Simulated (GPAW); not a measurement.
# Hf2S (P6_3/mmc) in GPAW: single point with PBEsol

Aim: the single point of Hf2S with PBEsol.

Everything below comes from runs of GPAW 26.7.0. Logs are shortened: lines on timing, memory, paths and dates and some standing lists are left out, and cuts for length are marked. The log counts tension as positive stress, the text compression.

## 1. The structure

The structure is hexagonal, space group P6_3/mmc (No. 194). Conventional cell: a = 3.374 Å, b = 3.374 Å, c = 11.717 Å, α = 90.00°, β = 90.00°, γ = 120.00°. Hf (site symmetry 3m) is surrounded by 3 S at 2.62 Å. S (site symmetry -6m2) has 6 Hf at 2.62 Å as nearest neighbours.

The cell comes from a database or a generator and needn't be the stable form of this composition.

## 2. Single point, PBEsol

Input file run.py:

```python
from ase import Atoms
from ase.dft.bandgap import bandgap
from ase.io import write
from ase.units import GPa
from gpaw import GPAW, PW, setup_paths

setup_paths.insert(0, '.')

atoms = Atoms(['Hf', 'Hf', 'Hf', 'Hf', 'S', 'S'],
              cell=[[3.3742737662, 0.0, 0.0],
                    [-1.6871368831, 2.9222068008, 0.0],
                    [0.0, 0.0, 11.71740703]],
              scaled_positions=[[0.3333333333, 0.6666666667, 0.10018836],
                                [0.6666666667, 0.3333333333, 0.60018836],
                                [0.3333333333, 0.6666666667, 0.39981164],
                                [0.6666666667, 0.3333333333, 0.89981164],
                                [0.0, 0.0, 0.25],
                                [0.0, 0.0, 0.75]],
              pbc=True)

calc = GPAW(mode=PW(450),
            xc='PBEsol',
            kpts={'size': (7, 7, 2), 'gamma': True},
            occupations={'name': 'fermi-dirac', 'width': 0.05},
            nbands=54,
            maxiter=120,
            txt='gpaw.txt')
atoms.calc = calc
energy = atoms.get_potential_energy()
forces = atoms.get_forces()
stress = atoms.get_stress()
calc.write('gs.gpw')
write('result.traj', atoms)
print(f'Energy: {energy:.6f} eV')
print('Forces (eV/A):')
print(forces.round(4))
print('Stress (GPa):', (stress / GPa).round(3))
print('Fermi level:', round(calc.get_fermi_level(), 4), 'eV')
print(f'Gap: {bandgap(calc)[0]:.4f} eV, direct: {bandgap(calc, direct=True)[0]:.4f} eV')
```

Potentials or basis: PAW data sets generated in the run's folder for this functional, pw.

Launch:

```console
$ gpaw-setup -f PBEsol Hf S
$ OMP_NUM_THREADS=1 python run.py
```

gpaw.txt:

```text
__  _  _
 | _ |_)|_||  |
 |__||  | ||/\| - 26.7.0

Input parameters:
  mode=PW(ecut=450.00000000000006),
  kpts=MonkhorstPack(size=(7, 7, 2), gamma=True),
  maxiter=120,
  nbands=54,
  occupations=Occupations(name='fermi-dirac', width=0.05),
  xc=XC(name='PBEsol')

Diagonalizing LCAO Hamiltonian
Converting LCAO to pw mode

            Hf

       S

            Hf

         Hf

       S
         Hf

Atoms  # Å, Bohr magnetons
|   | symbol |         x |        y |         z |    initial magnetic moments |
|---|--------|-----------|----------|-----------|-----------------------------|
| 0 |     Hf | -0.000000 | 1.948138 |  1.173948 | ( 0.0000,  0.0000,  0.0000) |
| 1 |     Hf |  1.687137 | 0.974069 |  7.032651 | ( 0.0000,  0.0000,  0.0000) |
| 2 |     Hf | -0.000000 | 1.948138 |  4.684756 | ( 0.0000,  0.0000,  0.0000) |
| 3 |     Hf |  1.687137 | 0.974069 | 10.543459 | ( 0.0000,  0.0000,  0.0000) |
| 4 |      S |  0.000000 | 0.000000 |  2.929352 | ( 0.0000,  0.0000,  0.0000) |
| 5 |      S |  0.000000 | 0.000000 |  8.788055 | ( 0.0000,  0.0000,  0.0000) |

Unit cell  # Å
| periodic |         x |        y |         z |   lengths |     angles |
|----------|-----------|----------|-----------|-----------|------------|
|      yes |  3.374274 | 0.000000 |  0.000000 |  3.374274 |  90.000000 |
|      yes | -1.687137 | 2.922207 |  0.000000 |  3.374274 |  90.000000 |
|      yes |  0.000000 | 0.000000 | 11.717407 | 11.717407 | 120.000000 |

Number of symmetries: 12
Symmetry operations  # r_c * U_cc + t_c -> r_c
|    | kind |            matrix            |
|----|------|------------------------------|
|  0 |  σ   |  1, 1, 0,  0,-1, 0,  0, 0, 1 |
|  1 |  S6  |  1, 1, 0, -1, 0, 0,  0, 0,-1 |
|  2 |  E   |  1, 0, 0,  0, 1, 0,  0, 0, 1 |
|  3 |  C2  |  1, 0, 0, -1,-1, 0,  0, 0,-1 |
|  4 |  C2  |  0, 1, 0,  1, 0, 0,  0, 0,-1 |
|  5 |  C3  |  0, 1, 0, -1,-1, 0,  0, 0, 1 |
|  6 |  S6  |  0,-1, 0,  1, 1, 0,  0, 0,-1 |
|  7 |  σ   |  0,-1, 0, -1, 0, 0,  0, 0, 1 |
|  8 |  σ   | -1, 0, 0,  1, 1, 0,  0, 0, 1 |
|  9 |  i   | -1, 0, 0,  0,-1, 0,  0, 0,-1 |
| 10 |  C3  | -1,-1, 0,  1, 0, 0,  0, 0, 1 |
| 11 |  C2  | -1,-1, 0,  0, 1, 0,  0, 0,-1 |

BZ-sampling:
  Number of BZ points: 98
  Number of IBZ points: 16

  Monkhorst-Pack size: [7, 7, 2]
  Monkhorst-Pack shift: [0.0, 0.0, 0.25]

K-points  # in reciprocal-cell coordinates
|     |                                coordinates |     weight |
|-----|--------------------------------------------|------------|
|   0 | (  0.00000000,   0.00000000,   0.00000000) | 0.01020408 |
|   1 | (  0.00000000,   0.00000000,   0.50000000) | 0.01020408 |
|   2 | (  0.14285714,   0.00000000,   0.00000000) | 0.06122449 |
|   3 | (  0.14285714,   0.00000000,   0.50000000) | 0.06122449 |
|   4 | (  0.28571429,  -0.14285714,   0.00000000) | 0.06122449 |
|   5 | (  0.28571429,  -0.14285714,   0.50000000) | 0.06122449 |
|   6 | (  0.28571429,   0.00000000,   0.00000000) | 0.06122449 |
|   7 | (  0.28571429,   0.00000000,   0.50000000) | 0.06122449 |
|   8 | (  0.42857143,  -0.14285714,   0.00000000) | 0.12244898 |
|   9 | (  0.42857143,  -0.14285714,   0.50000000) | 0.12244898 |
| ... |                                            |            |
|  15 | (  0.42857143,   0.42857143,   0.50000000) | 0.06122449 |

Plane wave coefficients: 2517
Cutoff: 450.00000000000006 eV

Spin-components: 1 (collinear spins)
Bands:           54
Projectors:      34
Spin-degeneracy: 2
Datatype:        complex128

Parallelization:
  kpt:    1
  domain: 1
  band:   1

Density:
  Valence electrons: 60.0
  Components: 1
  Grid points: [18 18 60]
  Charge: 0.0  # |e|

Potential:
  Grid points: [18 18 60]

species:
  Hf:
    name:    Hafnium
    Z:       72.0
    valence: 12
    core:    60
    charge:  0.0  # [|e|]
    compensation charges:
      type: gauss
      rc: 0.41  # [Å]
      lmax: 2
    cutoffs:
      filter: 2.36  # [Å]
      core: 4.02  # [Å]
    projectors
    | kind |    occ | energy [eV] | rcut [Å] |
    |------|--------|-------------|----------|
    |   5s |  2.000 |     -66.855 |    1.397 |
    |   6s |  2.000 |      -5.120 |    1.397 |
    |   5p |  6.000 |     -35.615 |    1.307 |
    |   6p |  0.000 |      -1.375 |    1.307 |
    |   5d |  2.000 |      -2.724 |    1.334 |
    |    d |        |      24.487 |    1.334 |

    Using partial waves for Hf as LCAO basis

  S:
    name:    Sulfur
    Z:       16.0
    valence: 6
    core:    10
    charge:  0.0  # [|e|]
    compensation charges:
      type: gauss
      rc: 0.24  # [Å]
      lmax: 2
    cutoffs:
      filter: 1.77  # [Å]
      core: 1.66  # [Å]
    projectors
    | kind |    occ | energy [eV] | rcut [Å] |
    |------|--------|-------------|----------|
    |   3s |  2.000 |     -17.192 |    0.974 |
    |   3p |  4.000 |      -6.978 |    0.979 |
    |    s |        |      10.020 |    0.974 |
    |    p |        |      20.234 |    0.979 |
    |    d |        |       0.000 |    0.900 |

    Using partial waves for S as LCAO basis

Reference energy: -1660729.899929  # eV

eigensolver:
  PPCG
  Converge bands: occupied
  niter=2

density mixing:
  MSR1-Mixer
  Pratt-step length: 0.05
  Maximum mixing coefficient: 0.75
  Old densities: 10
  SVD Regularization: 0.005
  Good broyden scale: 1.0
  Trust region scale: 1.0
  Backstep threshold: 4.0
  History deletion threshold: 6.0
  Fourier metric: weight=20.0, sigma=0.015

occupation numbers:
  Fermi-Dirac:
    width: 0.0500  # eV

poisson solver:
  ecut: 3600.0000000000005  # eV

xc functional:
  name: PBEsol with 2 nearest neighbor stencil

convergence criteria:
- Maximum [total energy] change in last 3 cyles: 0.0005 eV / valence electron
- Maximum integral of absolute [dens]ity change: 0.0001 electrons / valence electron
- Maximum integral of absolute [eigenst]ate change: 4e-08 eV^2 / valence electron
maximum number of iterations: 120

SCF iterations
|iter     | |      energy | eigst |  dens |
|---------|-|-------------|-------|-------|
|iter:   1| |  -48.411466 | +0.07 |       |
|iter:   2| |  -48.349576 | -1.52 | -1.21 |
|iter:   3| |  -47.929088 | -1.56 | -1.26 |
|iter:   4| |  -47.712350 | -1.96 | -1.56 |
|iter:   5| |  -47.687418 | -2.63 | -1.90 |
|iter:   6| |  -47.686901c| -3.76 | -2.38 |
|iter:   7| |  -47.686974c| -5.15 | -3.19 |
|iter:   8| |  -47.686976c| -6.36 | -3.73 |
|iter:   9| |  -47.686975c| -7.56c| -4.44c|

Converged in 9 steps
Energy contributions relative to reference atoms: (reference = -1660729.899929)

Energy contributions:
  Kinetic:          35.109384
  Coulomb:         -34.948684
  Zero:             -1.871304
  External:          0.000000
  Xc:              -45.965425
  Entropy:          -0.021892
  Spinorbit:         0.000000
  ----------------------------
  Free energy:     -47.697922
  Extrapolated:    -47.686975

dipole moment: (-10.787264, -18.684089, -0.000193)  # |e|*Ang

Fermi level: 10.384
Eigenvalues  # (at kpt = [0.000, 0.000, 0.000])
| band index |      eig [eV] | occ [0-2] |
|------------|---------------|-----------|
|          0 |       -51.673 |     2.000 |
|        ... |               |           |
|         21 |         6.954 |     2.000 |
|         22 |         6.954 |     2.000 |
|         23 |         7.140 |     2.000 |
|         24 |         7.140 |     2.000 |
|         25 |         7.352 |     2.000 |
|         26 |         8.835 |     2.000 |
[... 8 lines left out ...]
|         35 |        12.256 |     0.000 |
|         36 |        12.256 |     0.000 |
|        ... |               |           |
|         53 |        20.809 |     0.000 |

No gap
No difference between direct/indirect transitions

Forces  # eV/Ang
|        x |        y |        z |
|----------|----------|----------|
| -0.00000 |  0.00000 |  0.19760 |  # Hf   0
|  0.00000 |  0.00000 |  0.19780 |  # Hf   1
| -0.00000 |  0.00000 | -0.19780 |  # Hf   2
|  0.00000 |  0.00000 | -0.19760 |  # Hf   3
|  0.00000 |  0.00000 | -0.00015 |  # S    4
| -0.00000 | -0.00000 |  0.00015 |  # S    5

Stress tensor  # eV/Ang^3
|        x |         y |         z |
|----------|-----------|-----------|
| 0.018451 |  0.000000 |  0.000000 |
| 0.000000 |  0.018451 | -0.000000 |
| 0.000000 | -0.000000 |  0.011501 |

# Writing to gs.gpw (mode='')
```

Run time: 46 s. Hardware: 1 thread of Arm Neoverse V2, shared host; peak memory 0.21 GiB.

Results:

```yaml
Free_energy: -47.6979 eV
Pressure: -2.6 GPa
Largest_force: 0.198 eV/Å
Band_gap_on_the_k_mesh: none (metal or under the smearing width)
```

Forces on the atoms (eV/Å):
```
Hf   0.000  0.000  0.198
Hf   0.000  0.000  0.198
Hf   0.000  0.000 -0.198
Hf   0.000  0.000 -0.198
S    0.000  0.000  0.000
S    0.000  0.000  0.000
```

Stress tensor (GPa, compression positive):
```
-2.96  0.00  0.00
 0.00 -2.96  0.00
 0.00  0.00 -1.84
```

Caveat: the cutoff is short for stress and forces, so pressures can be off by a GPa or more. The run has no spin-orbit coupling, so splittings on Hf are missing.
